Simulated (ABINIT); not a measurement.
Crystal: P.

```xyz
4
Lattice="1.6477 -5.4650 0.0000 1.6477 5.4650 0.0000 0.0000 0.0000 4.5436" Properties=species:S:1:pos:R:3 pbc="T T T"
P     1.6477   -4.4173    2.6754
P     1.6477    4.4173    1.8683
P     1.6477   -1.0477    0.4035
P     1.6477    1.0477    4.1401
```

Base run:

| Item | Value |
| --- | --- |
| Program | ABINIT 10.8.3 (patched build) |
| Functional | PW91 |
| Potentials or basis | PseudoDojo NC SR PBE v0.4.1 standard |
| Cutoff | 599 eV |
| k mesh | 8 × 8 × 6 |
| Occupations | fermi-dirac, width 0.05 eV |
| Spin | no spin polarisation |

Its results: band gap on the k mesh 0.09 eV, direct; pressure 2.3 GPa; largest force 0.378 eV/Å.

Q: The run is repeated on the same cell with these changes: functional from PW91 to rPW86PBE. What comes out?

A: Band gap on the k mesh 0.16 eV, direct; pressure 4.7 GPa; largest force 0.412 eV/Å.

Caveats: the potentials were made for another functional, which shifts forces and pressure.
